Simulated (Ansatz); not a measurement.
## Dielectric response of ZnS (10-10) films: cost of one run

Ansatz 0.2.0; plane-wave DFT, PBE, Ansatz PAW. The cell holds 24 atoms.

input.yaml

```yaml
crystal:
  lattice:
    - [3.82, 0.0, 0.0]
    - [0.0, 6.26, 0.0]
    - [0.0, 0.0, 35.6438242264]
  atoms:
    - { symbol: Zn, position: [0.0, 0.0, 0.2524981591] }
    - { symbol: S, position: [0.0, 0.375, 0.2524981591] }
    - { symbol: Zn, position: [0.5, 0.5, 0.2834358892] }
[... 15 atom lines left out ...]
    - { symbol: Zn, position: [0.5, 0.5, 0.6546886506] }
    - { symbol: S, position: [0.5, 0.875, 0.6546886506] }
    - { symbol: Zn, position: [0.5, 0.0, 0.7165641108] }
    - { symbol: S, position: [0.5, 0.375, 0.7165641108] }
    - { symbol: Zn, position: [0.0, 0.5, 0.7475018409] }
    - { symbol: S, position: [0.0, 0.875, 0.7475018409] }
kpoints:
  mp_grid: { grid: [8, 4, 1] }
hamiltonian:
  xc: pbe
scf:
  occupations: { method: fixed }
  convergence: { dr2_threshold: 1.0e-09 }
efield:
  axis: 3
  dipole_correction: true
  ramp_position: 0.97
  ramp_width: 0.06
relax:
  f_tol: 0.003
  max_steps: 100
output:
  write_potential: true
  write_density: true
  volumetric_format: npy
```

On the command line:

```console
$ ansatz run input.yaml --threads 4 --pin off --max-ram 8192MiB --backend cpu --events-out ev --progress --plain --runs-dir out
```

The cutoff in use is 420 eV. For reference, a run of the same kind (12 atoms, 15 k-points, 66 bands and 12,077 plane waves; 72 SCF cycles) took 2 min and 1.3 GiB on the same hardware.

What time and memory should one allow on 4 threads of Arm Neoverse V2, shared host?

A cutoff of 420 eV is a sphere of radius 10.5 Å⁻¹, so a cell of 852 Å³ holds about V·G³/6π² = 16,658 plane waves. At two electrons a band, the 216 electrons need 108 bands, and 24 more are carried. Symmetry cuts the 8×4×1 mesh from 32 to 15 points. The run has 15 k-points, 132 bands and 16,743 plane waves. Taking the work of a cycle as k-points × spins × bands × plane waves, that is 2.8 times the reference, or 5.6 min at the reference's 72 cycles. The run needed 75 SCF cycles over 8 ionic steps, which makes it about 5.8 min. One copy of the wavefunctions takes 0.49 GiB at 16 bytes a coefficient, against 0.18 GiB in the reference; grids, projectors and work arrays come on top. Measured: about 7.2 min, with a peak of 2.8 GiB. The estimate holds within 25 %.

[Logs are printed without paths, hosts, clocks, repeated set-up lines and the standing remarks that a program may print on its own settings, such as how far it seeks lower states.]

[Hosts, paths, dates, database ids (printed as entryN), source tags and the programs' standing remarks are cut or masked in the printed files.]

[Maps of the electrostatic potential energy from Ansatz leave out the sawtooth potential of an applied field or a dipole correction, so their vacuum need not be flat; planar profiles and work functions include it.]
